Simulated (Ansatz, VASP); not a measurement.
**Rb12Pt6F35 (V_F hop (2.7 A)) in two plane-wave programs**

Wanted: the spread between two codes on one cell, functional and k mesh. The Ansatz run is a path of several images between two structures; VASP solves its first image, and the two are compared there.

Calculated with Ansatz 0.2.0; plane waves, with VASP 6.6.1 beside it; single point at PBEsol.

**1. The starting structure**

The cell holds 53 atoms: 12 Rb, 6 Pt and 35 F. Its edges and angles: a = 10.302 Å, b = 10.302 Å, c = 9.618 Å, α = 90.0°, β = 90.0°, γ = 120.0°. It derives from Rb2PtF6 (Rb2PtF6 (P-3m1)). Nearest the centre at fractional (0.413, 0.587, 0.499): F46 at 0.98 Å, Pt17 at 1.55 Å, F49 at 1.81 Å, F28 at 2.47 Å, F51 at 2.60 Å, Rb12 at 2.73 Å, F22 at 2.95 Å, Rb2 at 3.04 Å. The cell carries charge +1.

**2. Ansatz: path of images, PBEsol**

Ansatz runs on its default PAW (the set named soft_2) files.

With cell and atoms fixed, the geometry can't cause a difference; cores, projectors, grids and the points listed under the comparison can.

Input file input.yaml:

```yaml
crystal:
  lattice:
    - [8.92193319, 5.15108047, 0.0]
    - [-8.92193314, 5.15108056, 0.0]
    - [0.0, 0.0, 9.61846228]
  atoms:
    - { symbol: Rb, position: [-0.01711004, 0.66904559, 0.35383953] }
    - { symbol: Rb, position: [0.32551025, 0.29966426, 0.34074511] }
    - { symbol: Rb, position: [0.68089911, 0.02278933, 0.34580511] }
    - { symbol: Rb, position: [-0.02586332, 0.31593993, 0.14905463] }
    - { symbol: Rb, position: [0.32830352, 0.01385442, 0.14074552] }
    - { symbol: Rb, position: [0.69676046, 0.67160898, 0.15404558] }
    - { symbol: Pt, position: [0.00115984, 0.00275178, -0.0077382] }
    - { symbol: Pt, position: [0.3469229, 0.67990888, 0.05607454] }
    - { symbol: Pt, position: [0.66609906, 0.33691414, -0.0072487] }
    - { symbol: F, position: [-0.00299426, 0.15583474, 0.39258421] }
    - { symbol: F, position: [0.30620652, 0.82062092, 0.36820152] }
    - { symbol: F, position: [0.65510337, 0.48841067, 0.39402642] }
    - { symbol: F, position: [0.11802416, 0.50092941, 0.37694846] }
    - { symbol: F, position: [0.50170373, 0.16990192, 0.3932809] }
    - { symbol: F, position: [0.83123495, 0.83889243, 0.39433271] }
    - { symbol: F, position: [0.14922424, -0.00851706, 0.3901931] }
    - { symbol: F, position: [0.8172334, 0.33380865, 0.38876834] }
    - { symbol: F, position: [0.00532265, 0.84769028, 0.10490387] }
    - { symbol: F, position: [0.38442876, 0.61062928, 0.24676843] }
    - { symbol: F, position: [0.66293651, 0.17958237, 0.10627431] }
    - { symbol: F, position: [0.15815038, 0.16568001, 0.10054875] }
    - { symbol: F, position: [0.49642996, 0.87791018, 0.11761451] }
    - { symbol: F, position: [0.82679059, 0.49522265, 0.10191888] }
    - { symbol: F, position: [0.17641416, 0.69148277, 0.12560906] }
    - { symbol: F, position: [0.50836086, 0.34178092, 0.10095341] }
    - { symbol: F, position: [0.84112168, 6.91e-06, 0.10234668] }
    - { symbol: Rb, position: [-3.609e-05, 0.66709295, 0.8624763] }
    - { symbol: Rb, position: [0.33371807, 0.32869564, 0.84967166] }
    - { symbol: Rb, position: [0.6700755, 0.00326929, 0.86135477] }
    - { symbol: Rb, position: [-0.00600025, 0.32712747, 0.63341517] }
    - { symbol: Rb, position: [0.32965189, -0.00306231, 0.63270719] }
    - { symbol: Rb, position: [0.66830734, 0.66307909, 0.64536664] }
    - { symbol: Pt, position: [-0.00585754, -0.0042317, 0.50272132] }
    - { symbol: Pt, position: [0.31667689, 0.64950733, 0.43775033] }
    - { symbol: Pt, position: [0.66000815, 0.33074812, 0.50233701] }
    - { symbol: F, position: [-0.00258708, 0.15852175, 0.88106119] }
    - { symbol: F, position: [0.32515312, 0.76044494, 0.88540177] }
    - { symbol: F, position: [0.66942993, 0.49589474, 0.88103936] }
    - { symbol: F, position: [0.20581842, 0.48277382, 0.98492356] }
    - { symbol: F, position: [0.50640716, 0.17573733, 0.88563202] }
    - { symbol: F, position: [0.84360996, 0.83996969, 0.88571807] }
    - { symbol: F, position: [0.16094556, 0.00218758, 0.88410567] }
    - { symbol: F, position: [0.50712361, 0.66322407, 0.96706015] }
    - { symbol: F, position: [0.8249737, 0.33345431, 0.88600552] }
    - { symbol: F, position: [-0.00541367, 0.83595886, 0.61094376] }
    - { symbol: F, position: [0.33199049, 0.48865575, 0.52701901] }
    - { symbol: F, position: [0.66348452, 0.17193624, 0.60918952] }
    - { symbol: F, position: [0.15692137, 0.15319647, 0.60936566] }
    - { symbol: F, position: [0.51455628, 0.78949369, 0.50806171] }
    - { symbol: F, position: [0.82121448, 0.49053212, 0.60935579] }
    - { symbol: F, position: [0.23756329, 0.6725813, 0.60871741] }
    - { symbol: F, position: [0.50107338, 0.32752452, 0.6140704] }
    - { symbol: F, position: [0.83835578, -0.00041258, 0.61383856] }
total_charge: 1
basis:
  ecutwfc: 420
  xc_grid: 2
hamiltonian:
  xc: pbesol
kpoints:
  mp_grid: { grid: [1, 1, 1] }
scf:
  occupations: { method: fermi_dirac, width: 0.01 }
  max_iter: 150
output:
  forces: true
neb:
  images: 3
  f_tol: 0.04
  climbing: true
  initial_path: idpp
  max_iterations: 45
  order_check: false
  final_atoms:
    - { symbol: Rb, position: [0.00324632, 0.66760156, 0.36545607] }
    - { symbol: Rb, position: [0.33697145, 0.32865432, 0.35283496] }
    - { symbol: Rb, position: [0.67283089, 0.00291715, 0.3650164] }
    - { symbol: Rb, position: [-0.00330176, 0.32686089, 0.13689564] }
    - { symbol: Rb, position: [0.33316167, -0.00274592, 0.13568396] }
    - { symbol: Rb, position: [0.67150793, 0.66353184, 0.14867525] }
    - { symbol: Pt, position: [-0.00268955, -0.00404173, 0.00598685] }
    - { symbol: Pt, position: [0.32033914, 0.65041869, -0.05719867] }
    - { symbol: Pt, position: [0.66326246, 0.3311027, 0.00545718] }
    - { symbol: F, position: [0.00053359, 0.15880287, 0.3845385] }
    - { symbol: F, position: [0.32731606, 0.75945145, 0.38984196] }
    - { symbol: F, position: [0.67259756, 0.49612557, 0.38419202] }
    - { symbol: F, position: [0.21153908, 0.48259565, 0.49084406] }
    - { symbol: F, position: [0.50959787, 0.17598485, 0.38891946] }
    - { symbol: F, position: [0.84696004, 0.84024655, 0.38883788] }
    - { symbol: F, position: [0.16418425, 0.00258508, 0.38734358] }
    - { symbol: F, position: [0.82824489, 0.33375026, 0.3889807] }
    - { symbol: F, position: [-0.00187839, 0.83631229, 0.11417005] }
    - { symbol: F, position: [0.33748984, 0.49046466, 0.03178013] }
    - { symbol: F, position: [0.66666662, 0.17218973, 0.11217544] }
    - { symbol: F, position: [0.16014935, 0.15368153, 0.11233491] }
    - { symbol: F, position: [0.51701391, 0.79207235, 0.01470444] }
    - { symbol: F, position: [0.82449325, 0.49075724, 0.11257229] }
    - { symbol: F, position: [0.23902747, 0.67162137, 0.11331598] }
    - { symbol: F, position: [0.50434289, 0.32785857, 0.11719245] }
    - { symbol: F, position: [0.84159363, -0.00031284, 0.11729529] }
    - { symbol: Rb, position: [-0.01363648, 0.66862668, 0.85762617] }
    - { symbol: Rb, position: [0.32836189, 0.30059179, 0.84435758] }
    - { symbol: Rb, position: [0.6841224, 0.02289549, 0.84932927] }
    - { symbol: Rb, position: [-0.0226291, 0.31628817, 0.65232421] }
    - { symbol: Rb, position: [0.33087446, 0.01445351, 0.64456073] }
    - { symbol: Rb, position: [0.70076407, 0.67151546, 0.65755103] }
    - { symbol: Pt, position: [0.00434331, 0.00295873, 0.49557787] }
    - { symbol: Pt, position: [0.35094452, 0.68082908, 0.56091857] }
    - { symbol: Pt, position: [0.66943078, 0.33717564, 0.49588626] }
    - { symbol: F, position: [-0.00014003, 0.15590474, 0.89590531] }
    - { symbol: F, position: [0.30844109, 0.8207085, 0.87317127] }
    - { symbol: F, position: [0.65840054, 0.48882273, 0.89724932] }
    - { symbol: F, position: [0.12272915, 0.50039024, 0.88063004] }
    - { symbol: F, position: [0.50487726, 0.17044321, 0.89630983] }
    - { symbol: F, position: [0.83430803, 0.83881376, 0.89788247] }
    - { symbol: F, position: [0.1523351, -0.00815915, 0.89327061] }
    - { symbol: F, position: [0.39034051, 0.61366581, 0.75216908] }
    - { symbol: F, position: [0.82059448, 0.33417466, 0.89197068] }
    - { symbol: F, position: [0.00866623, 0.84785217, 0.60804229] }
    - { symbol: F, position: [0.51224798, 0.66636456, 0.47155333] }
    - { symbol: F, position: [0.66645768, 0.17995213, 0.60937027] }
    - { symbol: F, position: [0.16116882, 0.16580474, 0.60404852] }
    - { symbol: F, position: [0.4990243, 0.8798011, 0.62159088] }
    - { symbol: F, position: [0.83033738, 0.49542789, 0.60494983] }
    - { symbol: F, position: [0.17947994, 0.69058441, 0.63052281] }
    - { symbol: F, position: [0.51180915, 0.34207276, 0.60425534] }
    - { symbol: F, position: [0.84423134, 2.794e-05, 0.60570551] }
```

Launch:

```
$ ansatz run input.yaml --threads 32 --pin off --max-ram 84787MiB --backend cuda --events-out ev --progress --plain --runs-dir out --max-vram 78GiB
```

Numbers of over 12 decimals in the logs are rounded to 6 here.

The program printed:

```text
Warning: neb: disabling space-group detection — the band's intermediate images generally break the endpoint symmetry, so no spatial operation reduces the k-mesh or symmetrises the density, except that a semilocal band can use its path's symmetry ahead of convergence; time reversal is kept, so that k and −k are solved as one point where they differ and the mesh holds both, and exact exchange and, on two spinor compone [...]
Engine: ansatz 0.2.0, aarch64-unknown-linux-gnu
Pseudopotentials: kind: paw
Pseudopotential: Rb, paw, valence charge 9, recommended cutoff 420 eV (normal), Rb.paw.azcp
Pseudopotential: Pt, paw, valence charge 18, recommended cutoff 420 eV (normal), Pt.paw.azcp
Pseudopotential: F, paw, valence charge 7, recommended cutoff 420 eV (normal), F.paw.azcp
Functional definition: PBEsol
  exchange = pbesol_x
  correlation = pbesol_c
parallel-image band execution: 3 concurrent image workers
NEB image 0
[...]
Crystal: 53 atoms, lattice volume = 884.083 Å³
Basis set: ecut = 420 eV, 17277 PW (Γ), exchange–correlation on 144×144×144 points (8 copies of the dense FFT grid, shifted against one another)
Bands: 283, of which v1, the nominal top of the filled ones, is band 230 counted from 1 (229 counted from 0)
Symmetry: 1 space group operations
k-points: 1
Non-local potential: Rb, projectors of the file, l = 0: 3, l = 1: 2, l = 2: 2
Non-local potential: Pt, projectors of the file, l = 0: 3, l = 1: 2, l = 2: 2, l = 3: 1
Non-local potential: F, projectors of the file, l = 0: 2, l = 1: 2, l = 2: 1
PAW form: soft (Blöchl's): semilocal exchange-correlation on the pseudo side does not see the compensation charge
PAW frozen core: Rb, regenerated for the run's functional, and the local potential with it (the file was generated under x = pbe(κ = 0.804, μ = 0.219515), c = pbe(β = 0.066725))
PAW frozen core: Pt, regenerated for the run's functional, and the local potential with it (the file was generated under x = pbe(κ = 0.804, μ = 0.219515), c = pbe(β = 0.066725))
PAW frozen core: F, regenerated for the run's functional, and the local potential with it (the file was generated under x = pbe(κ = 0.804, μ = 0.219515), c = pbe(β = 0.066725))
PAW one-centre angular grid: Rb, 110 points (default); XC on 64 Gauss nodes
PAW one-centre angular grid: Pt, 590 points (default); XC on 64 Gauss nodes
PAW one-centre angular grid: F, 110 points (default); XC on 64 Gauss nodes
Initial density: superposition of atomic densities (neutral atoms scaled as one to the charged cell's electrons: chi_scale 0, normalization atom), corrected by the library's trained network
Initial wavefunctions: pseudopotential atomic-orbital guess
[...]
Functional: x = pbesol(κ = 0.804, μ = 0.123457), c = pbesol(β = 0.046)
SCF iter   1: F=—  HF=-140943.164056 eV  |F-HF|=—  |Δ(HF+E_count)|=         —  Δρ=1.06e-2  dr2=8.26e-1  ethr=1.77e-3  ⟨swp⟩=7.0  Hψ=1098  notcnv=0  defer=22
preconditioner: auto → Resta (q_TF=auto, 2.447 Å⁻¹)  ε∞=3.6  [insulator: Δε(μ)=1.853 eV  Ē_g=15.863 eV  σ=0.010 eV  W_gap=1.00  n_scr=216 (ndim 8)  ℏωp=25.3 eV  f_vac=0.128  D(μ)=0.00/eV (n_scr^D=0)  ε∞_Penn≈3.6]
SCF iter   2: F=—  HF=-140943.006356 eV  |F-HF|=—  |Δ(HF+E_count)|=   1.58e-1  Δρ=3.92e-3  dr2=1.02e-1  ethr=1.80e-4  ⟨swp⟩=2.0  Hψ=442  notcnv=0  defer=45
[...]
SCF iter  10: F=-140942.986043 eV  HF=-140942.986043 eV  |F-HF|=1.70e-8  |Δ(HF+E_count)|=   2.46e-7  Δρ=2.96e-6  dr2=6.07e-8  ethr=2.17e-11  ⟨swp⟩=4.0  Hψ=899  notcnv=0
SCF 1 converged in 10 iterations: F = -140942.986043 eV  dr2 = 6.07e-8
  greatest PAW one-centre occupation: 1.000 electrons in one spin orbital (limit 2), on the Pt atom at site 8 (counted from 0), in its partial waves of l = 0
[...]
NSCF: frozen V_eff on 1 k-points
NEB image 4
[...]
SCF 2 converged in 10 iterations: F = -140942.985862 eV  dr2 = 6.01e-8
[...]
SCF 4 converged in 11 iterations: F = -140941.044668 eV  dr2 = 5.07e-8
[...]
SCF 6 converged in 17 iterations: F = -140942.173359 eV  dr2 = 2.73e-8
[...]
SCF 8 converged in 17 iterations: F = -140942.171923 eV  dr2 = 3.00e-8
[...]
SCF 10 converged in 15 iterations: F = -140942.111389 eV  dr2 = 8.45e-8
[...]
SCF 12 converged in 9 iterations: F = -140942.356583 eV  dr2 = 9.26e-8
[...]
SCF 14 converged in 10 iterations: F = -140942.353933 eV  dr2 = 3.44e-8
[...]
SCF 16 converged in 18 iterations: F = -140942.224895 eV  dr2 = 5.48e-8
[...]
SCF 18 converged in 9 iterations: F = -140942.394578 eV  dr2 = 2.58e-8
[...]
SCF 20 converged in 9 iterations: F = -140942.393969 eV  dr2 = 2.33e-8
[...]
SCF 22 converged in 15 iterations: F = -140942.234822 eV  dr2 = 7.54e-8
[...]
SCF 24 converged in 8 iterations: F = -140942.399677 eV  dr2 = 1.42e-8
[...]
SCF 26 converged in 7 iterations: F = -140942.400028 eV  dr2 = 9.66e-8
[...]
SCF 28 converged in 10 iterations: F = -140942.235224 eV  dr2 = 5.47e-8
[...]
SCF converged after 10 iterations
[...]
*   2    3.3474      0.750819                          6.348e-3
      3    5.0129      0.585998                          9.218e-3
      4    6.6785      0.000182                                 —
  climbing-image geometry (image 2):
  cell:  # Å, volume = 884.0828 Å³
    - [8.92193319, 5.15108047, 0.0]
    - [-8.92193314, 5.15108056, 0.0]
    - [0.0, 0.0, 9.61846228]
  atoms:
    - { symbol: Rb, position: [-0.013813, 0.664208, 0.351502] }
    - { symbol: Rb, position: [0.325963, 0.308287, 0.339760] }
    - { symbol: Rb, position: [0.676611, 0.014957, 0.352875] }
    - { symbol: Rb, position: [-9.444268664407507e-5, 0.330791, 0.140405] }
    - { symbol: Rb, position: [0.333176, -0.00519016, 0.135578] }
    - { symbol: Rb, position: [0.672603, 0.663366, 0.134742] }
    - { symbol: Pt, position: [0.000882111, -0.00220506, -0.000770648] }
    - { symbol: Pt, position: [0.336435, 0.662234, -0.000963208] }
    - { symbol: Pt, position: [0.668678, 0.329999, -0.000775251] }
    - { symbol: F, position: [-0.00492455, 0.157117, 0.387176] }
    - { symbol: F, position: [0.311302, 0.823400, 0.400070] }
    - { symbol: F, position: [0.661954, 0.492124, 0.388198] }
    - { symbol: F, position: [0.163534, 0.499773, 0.407942] }
    - { symbol: F, position: [0.504732, 0.173991, 0.391244] }
    - { symbol: F, position: [0.834711, 0.839273, 0.394889] }
    - { symbol: F, position: [0.152417, -0.00389906, 0.386972] }
    - { symbol: F, position: [0.821517, 0.333661, 0.388796] }
    - { symbol: F, position: [0.00105907, 0.838759, 0.108644] }
    - { symbol: F, position: [0.334217, 0.503054, 0.110216] }
    - { symbol: F, position: [0.667129, 0.170007, 0.108145] }
    - { symbol: F, position: [0.160328, 0.156971, 0.107378] }
    - { symbol: F, position: [0.487465, 0.812347, 0.121688] }
    - { symbol: F, position: [0.827169, 0.488796, 0.109093] }
    - { symbol: F, position: [0.176265, 0.659318, 0.108647] }
    - { symbol: F, position: [0.508891, 0.328966, 0.107939] }
    - { symbol: F, position: [0.841910, -0.00262243, 0.108705] }
    - { symbol: Rb, position: [0.00385923, 0.665512, 0.862777] }
    - { symbol: Rb, position: [0.335321, 0.326064, 0.863614] }
    - { symbol: Rb, position: [0.667911, -0.00120003, 0.858007] }
    - { symbol: Rb, position: [-0.016321, 0.322037, 0.645605] }
    - { symbol: Rb, position: [0.334535, 0.012521, 0.646878] }
    - { symbol: Rb, position: [0.690452, 0.672763, 0.658651] }
    - { symbol: Pt, position: [-0.00227702, 0.00100176, 0.499217] }
    - { symbol: Pt, position: [0.327716, 0.670977, 0.499315] }
    - { symbol: Pt, position: [0.663813, 0.334896, 0.499204] }
    - { symbol: F, position: [0.00128676, 0.156768, 0.889772] }
    - { symbol: F, position: [0.339308, 0.822504, 0.889602] }
    - { symbol: F, position: [0.669698, 0.489782, 0.890516] }
    - { symbol: F, position: [0.186263, 0.511267, 0.876377] }
    - { symbol: F, position: [0.509895, 0.171505, 0.889348] }
    - { symbol: F, position: [0.841694, 0.838355, 0.891076] }
    - { symbol: F, position: [0.159900, -0.00237605, 0.889787] }
[...]
- { symbol: F, position: [0.432848, 0.565707, 0.499416] }
    - { symbol: F, position: [0.665064, 0.177199, 0.609601] }
    - { symbol: F, position: [0.159443, 0.164022, 0.603543] }
    - { symbol: F, position: [0.498881, 0.835203, 0.590671] }
    - { symbol: F, position: [0.824717, 0.493982, 0.607165] }
    - { symbol: F, position: [0.175187, 0.687672, 0.598060] }
    - { symbol: F, position: [0.506592, 0.336729, 0.610229] }
    - { symbol: F, position: [0.841588, 0.00363347, 0.611238] }
```

The column dr2 measures how far the density is from self-consistency, as an energy; F and HF (Harris–Foulkes) agree once it is small.

(Continued in part 2 of 2.)

[Lines on the potential files, build, host, timing and source positions are cut from VASP's logs without a mark.]

[Logs are printed without paths, hosts, clocks, repeated set-up lines and the standing remarks that a program may print on its own settings, such as how far it seeks lower states.]

[Hosts, paths, dates, database ids (printed as entryN), source tags and the programs' standing remarks are cut or masked in the printed files.]
